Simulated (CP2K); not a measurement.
Runs of CP2K 2026.2 on Sn. The structure is tetragonal, space group I4_1/amd (No. 141). The conventional cell has a = 5.880 Å, b = 5.880 Å, c = 3.199 Å, α = 90.00°, β = 90.00°, γ = 90.00°. Sn (site symmetry -4m2) has 6 Sn at 3.05 to 3.20 Å as nearest neighbours. 

```csv
level,cutoff of the non-local correlation (Ry),gap on the mesh (eV),pressure (GPa),relaxed volume (Å³/atom),largest force (eV/Å)
LDA,-,none,0.0,28.63,0.02
PBEsol,-,none,0.0,(a),0.01
vdW-DF2,150 Ry,none,0.0,-,0.06
PBE,-,none,0.0,28.89,0.02
```

Alike in all rows: task relaxation of cell and atoms; potentials or basis POTENTIAL_UZH Sn GTH-PBE-q4; TZVP-MOLOPT-PBE-GTH basis; no spin polarisation; cell relaxed; k mesh 7 × 7 × 7; smearing fermi-dirac 0.05 eV.

Problem. Fill in the values left out.

Solution. (a) 28.48.

Caveats: the basis of atomic orbitals isn't converged, which shifts pressures, moduli and gaps; the potentials were made for another functional, which shifts forces and pressure (some runs); more than 0.5 GPa of stress was left at the end, so the final cell isn't listed (some runs); the volume moved by over 15 % at a fixed basis, so the end points are rough (some runs).

A k mesh can miss the band edges, and the runs leave out spin-orbit coupling on Sn.

A gap of «none» marks a metal or a gap under the smearing width.
